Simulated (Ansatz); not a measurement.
Take a crystal in which Se has been replaced by S on all its sites, with the cell rescaled by a rough guess (in some cases also distorted within its space group) and nothing relaxed:

```cif
data_structure
_symmetry_space_group_name_H-M 'P 1'
_symmetry_Int_Tables_number 1
_cell_length_a 2.5767
_cell_length_b 2.5767
_cell_length_c 2.5767
_cell_angle_alpha 90.000
_cell_angle_beta 90.000
_cell_angle_gamma 90.000
_cell_volume 17.11
loop_
_atom_site_label
_atom_site_type_symbol
_atom_site_fract_x
_atom_site_fract_y
_atom_site_fract_z
_atom_site_occupancy
S1 S 0.00000 0.00000 0.00000 1
```

All numbers below come from DFT PBE, scalar-relativistic, plane waves, PAW in Ansatz 0.2.0.

Cutoff 420 eV; k points 16×16×16 on the computed 1-atom cell (Γ-centred); Gaussian smearing, width 0.10 eV; no spin polarisation.

Problem. What pressure does the cell carry?

Solution. The pressure is 0.3 GPa (positive in compression), so the cell would hardly change its volume.

Problem. Is it a metal on this mesh?

Solution. Yes, a band crosses the Fermi level.

This simple cubic form isn't the element's structure at ambient conditions.